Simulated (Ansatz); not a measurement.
Zone-centre phonons of Ti at 7 GPa: input and output

The calculation used DFT PBEsol, scalar-relativistic, plane waves, PAW in Ansatz.

Launched with:
```bash
ansatz run input.yaml --threads 1 --pin off --max-ram 3072MiB --backend cpu --events-out ev --progress --plain --runs-dir out
```

Input (bare energies are in eV):
```yaml
crystal:
  lattice:
    - [2.8485852831, 0.0, 0.0]
    - [-1.4242926415, 2.46694722, 0.0]
    - [0.0, 0.0, 4.52412856]
  atoms:
    - { symbol: Ti, position: [0.3333333333, 0.6666666667, 0.25] }
    - { symbol: Ti, position: [0.6666666667, 0.3333333333, 0.75] }
basis:
  ecutwfc: 420
kpoints:
  mp_grid: { grid: [18, 18, 10] }
hamiltonian:
  xc: pbesol
scf:
  occupations: { method: fermi_dirac, width: 0.15 }
output:
  eigenvalues: true
phonons:
  method: dfpt
  eigenvectors: true
```

The end of the output:
```
--- Phonons (Γ-DFPT): 2 representative perturbations + reference, on 546 of 3240 k-points (Σ response iterations 6) ---
  k mesh reduced under 4 symmetry operations, with k and −k counted as one. Each operation leaves every solved displacement unchanged or reverses it
  ASR residual: 1.514e-3 → 0.000e0 eV/Å²; symmetrization residual: 4.267e-10 eV/Å²
  ASR residual per site (eV/Å²): 1.51e-3 1.51e-3
  Γ frequencies (cm⁻¹): 0.00 0.00 0.00 104.43 104.43 239.25
  non-analytic LO–TO correction: not included (Born effective charges unavailable; polar crystals: no LO–TO splitting at Γ)
```

The run took 41 s on 1 thread of Intel(R) Xeon(R) 6975P-C (Granite Rapids), with other jobs on the host, peak memory 1.3 GiB.

In a metal, frequencies and elastic constants depend on the k mesh and the smearing, soft modes and shear constants most.